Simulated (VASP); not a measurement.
# A VASP 6.6.1 single-point calculation on BeS

INCAR

```
IBRION = -1
NBANDS = 11
LWAVE = .FALSE.
ISMEAR = 1
PREC = Accurate
LASPH = .TRUE.
NSW = 0
EDIFF = 1E-7
SIGMA = 0.2
LCHARG = .FALSE.
ISIF = 2
NELM = 120
ENCUT = 520
LREAL = .TRUE.
GGA = PE
```

KPOINTS

```
KPOINTS created by Atomic Simulation Environment
0
Gamma
10 10 10
0 0 0
```

POSCAR

```
Be S
 1.0000000000000000
     0.0231729720000000    2.3172971968999998    2.3172971968999998
     2.3172971968999998    0.0231729720000000    2.3172971968999998
     2.3404701689000000    2.3404701689000000    0.0000000000000000
 Be  S
   1   1
Cartesian
  0.0000000000000000  0.0000000000000000  0.0000000000000000
  2.3404701688999996  2.3404701688999991  2.3172971968999994
```

The recommended PBE PAW datasets give the neutral cell 8 valence electrons.

Command

```
mpirun -np 1 vasp_std
```

OSZICAR

```
N       E                     dE             d eps       ncg     rms          rms(c)
DAV:   1     0.186842912877E+02    0.18684E+02   -0.39328E+03  3810   0.632E+02
DAV:   2    -0.791290418987E+01   -0.26597E+02   -0.25157E+02  5032   0.113E+02
DAV:   3    -0.895903719465E+01   -0.10461E+01   -0.10437E+01  4785   0.215E+01
DAV:   4    -0.896411842330E+01   -0.50812E-02   -0.50800E-02  4675   0.178E+00
DAV:   5    -0.896414985477E+01   -0.31431E-04   -0.31431E-04  4885   0.133E-01    0.637E+00
DAV:   6    -0.888844808321E+01    0.75702E-01   -0.18557E-01  4385   0.178E+00    0.427E+00
DAV:   7    -0.888755000798E+01    0.89808E-03   -0.64590E-02  4860   0.122E+00    0.162E+00
DAV:   8    -0.888808548511E+01   -0.53548E-03   -0.60851E-03  4343   0.373E-01    0.292E-01
DAV:   9    -0.888806900341E+01    0.16482E-04   -0.15726E-04  4469   0.804E-02    0.531E-02
DAV:  10    -0.888808235015E+01   -0.13347E-04   -0.20355E-05  4407   0.265E-02    0.693E-03
DAV:  11    -0.888808307578E+01   -0.72563E-06   -0.43307E-06  4592   0.110E-02    0.322E-03
DAV:  12    -0.888808304485E+01    0.30929E-07   -0.14577E-07  4125   0.259E-03
   1 F= -.88880830E+01 E0= -.88884016E+01  d E =0.955542E-03
```

From OUTCAR

```
k-points           NKPTS =    171   k-points in BZ     NKDIM =    171   number of bands    NBANDS=     11

   NELECT =       8.0000    total number of electrons

   dimension x,y,z NGX =    24 NGY =   24 NGZ =   28
   dimension x,y,z NGXF=    48 NGYF=   48 NGZF=   56

  energy-cutoff  :      520.00
  volume of cell :       24.88
      direct lattice vectors                 reciprocal lattice vectors
     0.023172972  2.317297197  2.317297197    -0.217948093  0.217948093  0.215768612
     2.317297197  0.023172972  2.317297197     0.217948093 -0.217948093  0.215768612
     2.340470169  2.340470169  0.000000000     0.213632289  0.213632289 -0.215768612

 k-points in reciprocal lattice and weights: KPOINTS created by Atomic Simulation Env
   0.00000000  0.00000000  0.00000000       0.001
   0.10000000  0.00000000  0.00000000       0.004
   0.20000000  0.00000000  0.00000000       0.004
   0.30000000  0.00000000  0.00000000       0.004
   0.40000000 -0.00000000  0.00000000       0.004
   0.50000000  0.00000000  0.00000000       0.002
   0.10000000  0.10000000  0.00000000       0.002
   0.20000000  0.10000000  0.00000000       0.004
   ...

 E-fermi :   6.7244

 k-point     1 :       0.0000    0.0000    0.0000
  band No.  band energies     occupation
      1      -8.4930      2.00000
      2       6.1488      2.00036
      3       6.2945      2.00957
      4       6.4469      2.06442
      5      11.8676      0.00000
      6      15.2216      0.00000
      7      15.4421      0.00000
      8      15.6409      0.00000
      9      16.1516      0.00000
     10      16.1814      0.00000
     11      16.2196      0.00000

 k-point     2 :       0.1000    0.0000    0.0000
  band No.  band energies     occupation
      1      -8.3427      2.00000
      2       5.4712      2.00000
      3       6.1087      2.00012
      4       6.2990      2.01038
      5      12.2304      0.00000
      6      14.7217      0.00000
      7      14.7606      0.00000
      8      15.0993      0.00000
      9      15.7919      0.00000
     10      16.0387      0.00000
     11      16.6290      0.00000

 k-point     3 :       0.2000    0.0000    0.0000
  band No.  band energies     occupation
      1      -7.9074      2.00000
      2       3.5910      2.00000
      3       6.0274      2.00001
      4       6.1886      2.00100
      5      11.9978      0.00000
      6      13.0289      0.00000
      7      13.0849      0.00000
      8      15.7015      0.00000
      9      16.8555      0.00000
     10      17.0789      0.00000
     11      17.1820      0.00000

 k-point     4 :       0.3000    0.0000    0.0000
  band No.  band energies     occupation
      1      -7.2481      2.00000
      2       1.6330      2.00000
      3       5.9736      2.00000
      4       6.1019      2.00010
      5      11.2883      0.00000
      6      11.6318      0.00000
      7      11.7349      0.00000
      8      16.4628      0.00000
      9      18.2984      0.00000
     10      18.5594      0.00000
     11      18.9349      0.00000

 k-point     5 :       0.4000   -0.0000    0.0000
  band No.  band energies     occupation
      1      -6.5381      2.00000
      2       0.0717      2.00000
      3       5.9706      2.00000
      4       6.0696      2.00004
      5      10.7163     -0.00000
      6      10.7206     -0.00000
      7      10.9120      0.00000
      8      16.6558      0.00000
      9      20.3513      0.00000
     10      20.6240      0.00000
     11      21.0449      0.00000

 ...

  Total        0.0110557      0.0110557     -0.1064766     -0.3541701      0.0000000      0.0000000
  in kB        0.7118139      0.7118139     -6.8554008    -22.8029334      0.0000000      0.0000000
  external PRESSURE =      -1.8105910 kB  Pullay stress =       0.0000000 kB

 POSITION                                       TOTAL-FORCE (eV/Angst)
 -----------------------------------------------------------------------------------
      0.00000      0.00000      0.00000         0.000000      0.000000      0.000000
      2.34047      2.34047      2.31730        -0.000000     -0.000000      0.000000
 -----------------------------------------------------------------------------------
    total drift:                               -0.000000     -0.000000      0.000000

  FREE ENERGIE OF THE ION-ELECTRON SYSTEM (eV)
  ---------------------------------------------------
  free  energy   TOTEN  =        -8.8880830448 eV

  energy  without entropy=       -8.8890385867  energy(sigma->0) =       -8.88840156
```

It converged. Results: gap between bands v and c on the k mesh 0.90 eV; least direct gap on the k mesh 3.95 eV; pressure -0.2 GPa. Band v is the last that the valence electrons fill when counted band by band, and c is the next.

For comparison, a separate PBE run of the intended cell, on usual settings and not on those above, gives a gap of 0.90 eV on its mesh and a pressure of -0.4 GPa.

The run above took about 34 s on one core of a shared host (Intel Xeon Platinum 8488C) and held 0.16 GiB at most.
